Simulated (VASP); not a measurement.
Input of a VASP 6.6.1 run:

The input INCAR:

```
SYSTEM = BAs
ALGO = Fast
EDIFF = 1E-7
ENCUT = 350
GGA = CA
ISIF = 2
ISMEAR = 0
LASPH = .TRUE.
LCHARG = .FALSE.
LREAL = .FALSE.
LWAVE = .FALSE.
NBANDS = 11
NELM = 80
PREC = Accurate
SIGMA = 0.02
```

Contents of KPOINTS:

```
k-points
0
G
  6 6 6
  0 0 0
```

The input POSCAR:

```
BAs                                     
1.0
    0.0000000000      2.4169505728      2.4169505728
    2.4169505728     -0.0000000000      2.4169505728
    2.4169505728      2.4169505728     -0.0000000000
  B               As            
     1     1
Direct
     0.0000000000000000    0.0000000000000000    0.0000000000000000
     0.2500000000000000    0.2500000000000000    0.2500000000000000
```

Potentials or basis: VASP PAW LDA potentials, release 64 (B, As).

The run is started by

```console
$ cat potpaw_LDA.64/B/POTCAR potpaw_LDA.64/As/POTCAR > POTCAR
$ mpirun -np 1 vasp_std > vasp.out
```

Task: What does it give for the band gap on the k mesh?

Result: 1.24 eV, indirect (least direct gap 3.20 eV).

 A k mesh can miss the band edges.
